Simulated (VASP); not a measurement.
# Si: a series in biaxial strain in the (001) plane, part 2 of 2

Wanted: the response of Si to biaxial strain in the (001) plane, as a table, with a fit that predicts a row left out.

VASP 6.6.1, plane waves and PAW; the level of theory is named at each step.

So far: Set-up; Relax the crystal, PBE; Strain along the normal, PBE; Band edges, HSE06; Band edges, PBE.

**5. Band edges, PBE (continued)**

Level of this step: PBE; plane waves and PAW (Si) (VASP).

OUTCAR, selected parts (step 5):

```text
  Total       -0.8233544     -0.8233544      0.0031800      0.0000000      0.0000000     -0.0000000
  in kB      -31.4825556    -31.4825556      0.1215945      0.0000000      0.0000000     -0.0000000
  external PRESSURE =     -20.9478389 kB  Pullay stress =       0.0000000 kB

 POSITION                                       TOTAL-FORCE (eV/Angst)
 -----------------------------------------------------------------------------------
      0.00000      0.00000      0.00000         0.000000      0.000000     -0.000000
      1.39445      1.39445      1.34679         0.000000      0.000000      0.000000
 -----------------------------------------------------------------------------------
    total drift:                                0.000000      0.000000     -0.000000

  FREE ENERGIE OF THE ION-ELECTRON SYSTEM (eV)
  ---------------------------------------------------
  free  energy   TOTEN  =       -10.8297066654 eV

  energy  without entropy=      -10.8297066654  energy(sigma->0) =      -10.82970667

[... 1 part as in an earlier step ...]

[... 2 further parts left out ...]
[key lines of the parts left out:]
E-fermi :   5.6807
```

Numbers from this step:

```
energy(sigma→0) of the program : -10.8297 eV
stress, compression positive   : xx, yy, zz -3.15, -3.15, 0.01 GPa
```

The run ends at a pressure of -2.09 GPa.

**6. The whole series**

LASPH is off in runs at PBE and on in runs at HSE06.

Hybrid runs start from orbitals of a short PBE run, not shown.

The other members went through these steps as far as the tables show, with the same cutoff and, step by step, the same mesh; 30 runs are not shown. The session took 0.90 core hours (wall time by ranks) on a shared machine.

```tsv
in-plane strain (%)	strain along the normal (%)	in-plane stress, tension positive (GPa)	energy above the unstrained row (meV/atom)	gap on the mesh, PBE (eV)
-2.000	1.482	-3.576	8.945	0.384
-1.000	0.750	-1.733	2.208	0.502
-0.500	0.375	-0.857	0.552	0.560
0	0.000	-0.006	0.000	0.618
0.500	-0.368	0.823	0.519	0.537
1.000	-0.740	1.624	2.079	0.457
2.000	-1.487	3.153	8.209	0.301
```

Slopes at zero strain, from cubics through all rows: strain ratio -0.745, stress over strain 168 GPa. For a cubic crystal strained in (001) the ratio is −2C₁₂/C₁₁.

Band edges at HSE06, counted from the valence-band top at Γ, with one row partly withheld:

```tsv
in-plane strain (%)	gap (eV)	conduction band at Γ (eV)	Δ or X valley along z (eV)	Δ or X valley along x (eV)	lowest conduction level at L, [111] (eV)	lowest conduction level at L, [-111] (eV)	second valence level below the top (eV)	third valence level below the top (eV)
-2.000	0.963	3.226	1.287	0.962	2.150	2.150	0.000	0.272
-1.000	1.086	3.282	1.248	1.085	2.187	2.187	0.000	0.133
-0.500	1.146	3.311	1.227	1.146	2.194	2.194	0.000	0.066
0	1.206	3.339	1.205	1.205	2.194	2.194	0.000	0.000
0.500	1.121	3.272	1.120	1.201	2.124	2.124	0.063	0.063
1.000	?	3.207	?	1.197	2.051	2.051	0.125	0.125
2.000	0.873	3.079	0.871	1.191	1.893	1.893	0.244	0.244
```

Conduction masses, in electron masses:

```tsv
in-plane strain (%)	Δz mass, longitudinal	Δz mass, transverse, at 0.85 of Γ–X	L [111] mass, longitudinal
-2.000	0.916	0.185	1.696
-1.000	0.903	0.188	1.696
-0.500	0.893	0.190	1.726
0	0.886	0.190	1.716
0.500	0.876	0.191	1.709
1.000	0.869	0.192	1.688
2.000	0.854	0.197	1.625
```

Band edges at PBE, counted from the valence-band top at Γ:

```tsv
in-plane strain (%)	gap (eV)	conduction band at Γ (eV)	Δ or X valley along z (eV)	Δ or X valley along x (eV)	lowest conduction level at L, [111] (eV)	lowest conduction level at L, [-111] (eV)	second valence level below the top (eV)	third valence level below the top (eV)
-2.000	0.376	2.444	0.684	0.375	1.421	1.421	0.000	0.258
-1.000	0.494	2.500	0.648	0.493	1.458	1.458	0.000	0.126
-0.500	0.552	2.528	0.629	0.552	1.466	1.466	0.000	0.062
0	0.610	2.556	0.609	0.609	1.467	1.467	0.000	0.000
0.500	0.530	2.493	0.530	0.606	1.403	1.403	0.060	0.060
1.000	0.452	2.430	0.451	0.603	1.334	1.334	0.118	0.118
2.000	0.298	2.308	0.296	0.600	1.189	1.189	0.231	0.231
```

Conduction masses, in electron masses:

```tsv
in-plane strain (%)	Δz mass, longitudinal	Δz mass, transverse, at 0.85 of Γ–X	L [111] mass, longitudinal	L [111] mass, transverse along [1-10]
-2.000	0.985	0.190	1.772	0.156
-1.000	0.969	0.193	1.841	0.139
-0.500	0.960	0.194	1.817	0.132
0	0.953	0.197	1.815	0.126
0.500	0.944	0.197	1.833	0.122
1.000	0.936	0.199	1.802	0.118
2.000	0.920	0.202	1.728	0.112
```

**7. A fit to the known rows**

The quantity to fit is the splitting of the Δ or X valleys (z less x) at HSE06: 0.325, 0.163, 0.081, 0.000, -0.080, -0.321 eV in the rows shown.

A least-squares parabola through the 6 rows shown, with d the strain along the axis less the strain across it, in %: E = 2.07e-4 d² + 0.09268 d + 4.13e-5 (eV), r.m.s. residual 2.3e-5 eV.

For the withheld row, d = -1.740, the fit gives -0.1606 eV.

**8. The withheld row**

The calculation gives -0.1605 eV, so the prediction is 0.0001 eV too low.

The splitting is Ξu times d, with d as a fraction, so the linear term gives Ξu = 9.3 eV.

**9. Results**

| Quantity | Value |
| --- | --- |
| ratio of normal to in-plane strain | -0.745 |
| biaxial modulus | 168 GPa |
| gap of the unstrained cell, HSE06 | 1.21 eV |
| gap of the unstrained cell, PBE | 0.61 eV |
| shear deformation potential Ξu of the Δ or X valleys | 9.3 eV |
| error of the predicted row | -0.1 meV |
| valence shear potential \|b\|, HSE06 | 2.46 eV |

What this shows: As a check, the curvature of the energy gives 168 GPa for the same modulus (energy per volume = M × strain²), 0 % from the slope of the stress. At HSE06 the lowest conduction valley is Δ or X throughout, and the gap runs between 0.87 and 1.21 eV. At PBE the lowest conduction valley is Δ or X throughout, and the gap runs between 0.30 and 0.61 eV. Without spin-orbit coupling the three valence levels split by 3|b| times the difference of the strains; the rows within 1 % give |b| = 2.46 eV. Hole masses are left out throughout, since the top bands are degenerate or cross in many series; of conduction masses, those of the Γ, L and (for Si and Ge under (001) strain) Δ valleys are kept where they change by under an eighth between rows. A measured gap of unstrained Si is 1.1 eV (arxiv:1111.5263, band gap, quoted experimental value, temperature not given); the static gaps here belong to the lattice relaxed at PBE. HSE06 ran on a coarser mesh than the semilocal levels. Semilocal gaps are as a rule too small. Spin-orbit coupling is left out at HSE06 and PBE, so the valence splittings there lack it. Δ or X levels are the lowest on their line, refined by a parabola unless they lie at X; the gap is read from all points sampled and can differ from the lowest valley by some meV, or by tens of meV where strain moves the valence top off Γ. Temperature, zero-point motion and excitons are left out.

[Lines on the potential files, build, host, timing and source positions are cut from VASP's logs without a mark.]

[Logs are printed without paths, hosts, clocks, repeated set-up lines and the standing remarks that a program may print on its own settings, such as how far it seeks lower states.]

[Hosts, paths, dates, database ids (printed as entryN), source tags and the programs' standing remarks are cut or masked in the printed files.]

[In band tables of VASP the shares of atoms and orbitals are scaled to a sum of 1 inside the atoms' spheres.]
